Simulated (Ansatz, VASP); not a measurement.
Given: the input of a run of Ansatz 0.2.0 on Sb.

The input input.yaml:

```yaml
crystal:
  lattice:
    - [3.1014456505, 0.0, 0.0]
    - [0.0, 4.3183391477, 0.0]
    - [-0.0386538176, 0.0, 4.3762816325]
  atoms:
    - { symbol: Sb, position: [0.011389, 0.25, 0.241166] }
    - { symbol: Sb, position: [0.988611, 0.75, 0.758834] }
kpoints:
  mp_grid: { grid: [9, 6, 6] }
scf:
  occupations: { method: fermi_dirac, width: 0.05 }
hamiltonian:
  xc: lda
  pseudopotentials: { kind: all_electron, lapw: { basis_error: 0.001 } }
output:
  forces: true
  stress: true
  eigenvalues: true
```

Potentials or basis: all-electron LAPW, scalar-relativistic.

Run with:

```bash
$ ansatz run input.yaml --threads 1 --pin off --max-ram 3072MiB --backend cpu --events-out ev --progress --plain --runs-dir out
```

Set up the same calculation for VASP 6.6.1. Potentials there: VASP PAW LDA potentials, release 64 (Sb).

As run (the cutoff follows the program's own potentials):

File INCAR:

```
PREC = Accurate
ENCUT = 520
EDIFF = 1E-7
ISMEAR = -1
SIGMA = 0.05
LREAL = F
LASPH = T
NELM = 100
ALGO = Normal
ISIF = 2
LWAVE = F
LCHARG = F
GGA = CA
NBANDS = 12
```

File KPOINTS:

```
regular mesh
0
Gamma
  9 6 6
```

File POSCAR:

```
Sb
1.0
    3.1014456505      0.0000000000      0.0000000000
    0.0000000000      4.3183391477      0.0000000000
   -0.0386538176      0.0000000000      4.3762816325
Sb
2
Direct
    0.0113890000      0.2500000000      0.2411660000
    0.9886110000      0.7500000000      0.7588340000
```

Potentials or basis: VASP PAW LDA potentials, release 64 (Sb).

Command:

```console
$ cat potpaw_LDA.64/Sb/POTCAR > POTCAR
$ mpirun -np 1 vasp_std > vasp.out
```

Both were run:

|  | VASP | Ansatz | Ansatz less VASP |
| --- | --- | --- | --- |
| gap on the k mesh at the Fermi level (eV) | none | none | - |
| pressure (GPa) | -2.1 | -2.3 | -0.14 |
| largest component of the traceless stress (GPa) | 0.27 | 0.30 | +0.028 |
| rms of the force components (eV/Å) | 0.037 | 0.031 | -0.0068 |

Atom by atom the forces differ by 0.008 eV/Å (rms over components). A gap of «none» marks a metal or a gap that the smearing closes. Ansatz ran all-electron here, so the differences hold the error of VASP's frozen core and of both bases.

Spin-orbit coupling is left out, which matters for the levels of Sb.
